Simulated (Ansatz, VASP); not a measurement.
## One calculation of Pt, two programs

The input INCAR:

```
SYSTEM = Pt
  PREC = Accurate
  ENCUT = 520
  EDIFF = 1E-6
  ISMEAR = -1
  SIGMA = 0.05
  LREAL = .False.
  LASPH = .True.
  NELM = 150
  ALGO = Normal
  ISIF = 2
  LWAVE = .False.
  LCHARG = .True.
  MAGMOM = 0 0 0
  LORBIT = 11
  LSORBIT = .True.
  GGA_COMPAT = .False.
  LORBMOM = .True.
  LMAXMIX = 4
  GGA = PE
  LVHAR = .True.
  NBANDS = 21
```

File KPOINTS:

```
Automatic mesh
0
Gamma
  9 9 9
  0 0 0
```

The input POSCAR:

```
Pt
1.0
    0.0000000000      1.9609000000      1.9609000000
    1.9609000000      0.0000000000      1.9609000000
    1.9609000000      1.9609000000      0.0000000000
Pt
1
Direct
    0.0000000000      0.0000000000      0.0000000000
```

Contents of input.yaml:

```yaml
crystal:
  lattice:
    - [0.0, 1.9609, 1.9609]
    - [1.9609, 0.0, 1.9609]
    - [1.9609, 1.9609, 0.0]
  atoms:
    - { symbol: Pt, position: [0.0, 0.0, 0.0] }
kpoints:
  mp_grid: { grid: [9, 9, 9] }
  band_path:
    path:
      - [0.0, 0.0, 0.0]
      - [0.5, 0.0, 0.5]
      - [0.5, 0.25, 0.75]
      - [0.375, 0.375, 0.75]
      - [0.0, 0.0, 0.0]
      - [0.5, 0.5, 0.5]
      - [0.625, 0.25, 0.625]
      - [0.5, 0.25, 0.75]
    npoints: 12
scf:
  occupations: { method: fermi_dirac, width: 0.05 }
hamiltonian:
  xc: pbe
  pseudopotentials: { kind: all_electron, lapw: { basis_error: 0.001 } }
magnetization:
  noncollinear: true
  spin_orbit: true
output:
  forces: true
  stress: true
  eigenvalues: true
```

Alike in both runs: functional PBE; k mesh 9 × 9 × 9; occupations fermi-dirac, width 0.05 eV; non-collinear spin, spin-orbit coupling.

```csv
,VASP,Ansatz
version,VASP 6.6.1,Ansatz 0.2.0
potentials or method,"VASP PAW PBE potentials, release 64 (Pt)","all-electron LAPW, relativistic spinors"
plane-wave cutoff (eV),520,see its input
task,single point,band structure
```

VASP gave:

| Quantity | Value |
| --- | --- |
| gap on the k mesh at the Fermi level (eV) | none |
| pressure (GPa) | 9.7 |
| net moment per atom (μB) | 0.00 |

Question: Estimate Ansatz's values.

Answer: gap on the k mesh at the Fermi level (eV): none; pressure (GPa): 9.9; net moment per atom (μB): 0.00.

A gap of «none» marks a metal or a gap that the smearing closes. Ansatz ran all-electron here, so the differences hold the error of VASP's frozen core and of both bases.

Caveats: the k mesh is thin for a metal, which can move the energy by tens of meV per atom (Ansatz).
